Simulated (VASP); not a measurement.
# ZnS: forms and broadenings of the independent-particle spectrum

ZnS, P6_3mc (no. 186), 4 atoms in the cell. PBE, independent-particle dielectric function; PAW potentials Zn, S (PBE set).

## Input

INCAR.step1:
```
SYSTEM = ZnS
EDIFF = 1E-8 ; ENCUT = 320
ISMEAR = 0 ; KPAR = 4
LASPH = .True. ; LCHARG = .False.
LEPSILON = .True. ; LWAVE = .False.
PREC = Accurate ; SIGMA = 0.02
```

INCAR.step2, as INCAR.step1 but for:
```
- LEPSILON = .True.
- LWAVE = .False.
+ LWAVE = .True.
+ NBANDS = 66
```

INCAR.step3:
```
SYSTEM = ZnS
ALGO = None ; CSHIFT = 0.1
EDIFF = 1E-7 ; ENCUT = 320
ISMEAR = 0 ; ISTART = 1
KPAR = 4 ; LASPH = .True.
LCHARG = .False. ; LOPTICS = .True.
LWAVE = .False. ; NBANDS = 66
NEDOS = 2000 ; NELM = 1
PREC = Accurate ; SIGMA = 0.02
```

INCAR.step4, as INCAR.step3 but for:
```
+ LNABLA = .True.
```

INCAR.step5, as INCAR.step4 but for:
```
- LNABLA = .True.
+ IPEAD = 3
+ LPEAD = .True.
```

INCAR.step6, as INCAR.step5 but for:
```
- IPEAD = 3
+ IPEAD = 1
```

INCAR.step7 changes the same tag again: IPEAD = 4.

INCAR.step8, as INCAR.step7 but for:
```
- CSHIFT = 0.1
- IPEAD = 4
- LPEAD = .True.
+ CSHIFT = 0.5
```

INCAR.step9, as INCAR.step8 but for:
```
- CSHIFT = 0.5
+ CSHIFT = 0.3
```

INCAR.step10 changes the same tag again: CSHIFT = 0.01.

INCAR.step11, as INCAR.step10 but for:
```
- CSHIFT = 0.01
- ISMEAR = 0
+ CSHIFT = 0.1
+ ISMEAR = -5
```

INCAR.step12, as INCAR.step11 but for:
```
- ISMEAR = -5
- SIGMA = 0.02
+ ISMEAR = 0
+ SIGMA = 0.2
```

INCAR.step13, as INCAR.step12 but for:
```
- SIGMA = 0.2
+ OMEGAMAX = 12
+ SIGMA = 0.02
```

INCAR.step14, as INCAR.step13 but for:
```
- OMEGAMAX = 12
+ OMEGAMAX = 60
```

KPOINTS:
```
k-points
0
Gamma
  8 8 4
```

POSCAR:
```
ZnS
1.0
    3.8110000000      0.0000000000      0.0000000000
   -1.9055000000      3.3004228138      0.0000000000
    0.0000000000      0.0000000000      6.2340000000
Zn S
2 2
Direct
    0.6666666667      0.3333333333      0.5000000000
    0.3333333333      0.6666666667      0.0000000000
    0.6666666667      0.3333333333      0.8850000000
    0.3333333333      0.6666666667      0.3850000000
```

Commands (each step's output is kept before the next begins):
```
cat potpaw_PBE.64/Zn/POTCAR potpaw_PBE.64/S/POTCAR > POTCAR
cp INCAR.step1 INCAR
mpirun -np 4 vasp_std > vasp.out
rm WAVECAR CHG
cp INCAR.step2 INCAR
mpirun -np 4 vasp_std > vasp.out
cp INCAR.step3 INCAR
mpirun -np 4 vasp_std > vasp.out
cp INCAR.step4 INCAR
mpirun -np 4 vasp_std > vasp.out
cp INCAR.step5 INCAR
mpirun -np 4 vasp_std > vasp.out
cp INCAR.step6 INCAR
mpirun -np 4 vasp_std > vasp.out
cp INCAR.step7 INCAR
mpirun -np 4 vasp_std > vasp.out
cp INCAR.step8 INCAR
mpirun -np 4 vasp_std > vasp.out
cp INCAR.step9 INCAR
mpirun -np 4 vasp_std > vasp.out
cp INCAR.step10 INCAR
mpirun -np 4 vasp_std > vasp.out
cp INCAR.step11 INCAR
mpirun -np 4 vasp_std > vasp.out
cp INCAR.step12 INCAR
mpirun -np 4 vasp_std > vasp.out
cp INCAR.step13 INCAR
mpirun -np 4 vasp_std > vasp.out
cp INCAR.step14 INCAR
mpirun -np 4 vasp_std > vasp.out
```

## Result

- Direct gap on the mesh (eV): 2.25
- Gap on the mesh (eV): 2.25
- Bands: 66

One ground state, settings moved in the last step alone:

| Settings | ε at zero frequency | Mean energy of the absorption, weighted by Im ε (eV) | Time (s) |
|---|---|---|---|
| longitudinal form, CSHIFT 0.1 | 6.26 | 6.90 | 5 |
| transversal form (LNABLA) | 7.03 | 6.99 | 5 |
| finite differences (LPEAD), order 3 | 6.18 | 6.94 | 12 |
| finite differences (LPEAD), order 1 | 5.90 | 7.09 | 7 |
| finite differences (LPEAD), order 4 | 6.19 | 6.93 | 12 |
| CSHIFT 0.5 | 6.22 | 6.89 | 6 |
| CSHIFT 0.3 | 6.25 | 6.89 | 4 |
| CSHIFT 0.01 | 6.27 | 6.90 | 6 |
| tetrahedron method | 6.12 | 7.00 | 6 |
| SIGMA 0.2 | 6.27 | 6.90 | 8 |
| OMEGAMAX 12, which cuts the spectrum short | 5.97 | 6.89 | 5 |
| OMEGAMAX 60 | 6.26 | 6.91 | 5 |

The mean energy covers the spectrum up to 12 eV.

On the same mesh, density-functional perturbation theory with local fields gives ε = 5.90.

Limits: The 8×8×4 mesh is coarse for a spectrum: peaks stand apart that a denser mesh merges, and ε at zero frequency can be far too high.

VASP 6.6.1 took 242 s on 4 cores (Intel Xeon Platinum 8259CL @ 2.50GHz (Skylake/Cascade Lake)), a shared host.
